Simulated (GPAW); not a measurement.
SrCl2:

```xyz
3
Lattice="0.0000 3.4884 3.4884 3.4884 0.0000 3.4884 3.4884 3.4884 0.0000" Properties=species:S:1:pos:R:3 pbc="T T T"
Sr    0.0000    0.0000    0.0000
Cl    5.2325    5.2325    5.2325
Cl    1.7442    1.7442    1.7442
```

Program: GPAW 26.7.0. Alike in all runs: no spin polarisation; cell as given; cutoff (eV) 600; smearing fermi-dirac 0.05 eV.

Task: Order these runs on this cell by their band gap on the k mesh, lowest first.
A. level LDA; potentials or basis the program's PAW data sets (release 1.2.1) made for this functional, pw; k mesh 7 × 7 × 7; band path GXWKGLUWLK,UX; band points 100
B. level PBE; potentials or basis GPAW PAW data sets (gpaw-data 1.2.1), pw; k mesh 7 × 7 × 7; band path GXWKGLUWLK,UX; band points 100
C. level TB-mBJ; potentials or basis GPAW PAW data sets for LDA (gpaw-data 1.2.1), pw; k mesh 8 × 8 × 8
D. level r2SCAN; potentials or basis GPAW PAW data sets (gpaw-data 1.2.1), pw; k mesh 7 × 7 × 7; band path GXWKGLUWLK,UX; band points 100
E. level PBEsol; potentials or basis PAW data sets generated in the run's folder for this functional, pw; k mesh 7 × 7 × 7

Result: A (4.92 eV), E (5.18 eV), B (5.38 eV), D (6.01 eV), C (7.40 eV).

Caveats: a model potential gives levels but no total energy (some runs); an odd mesh through Γ misses points on the zone boundary, where band edges often lie (some runs).

A k mesh can miss the band edges, odd and even meshes differently.
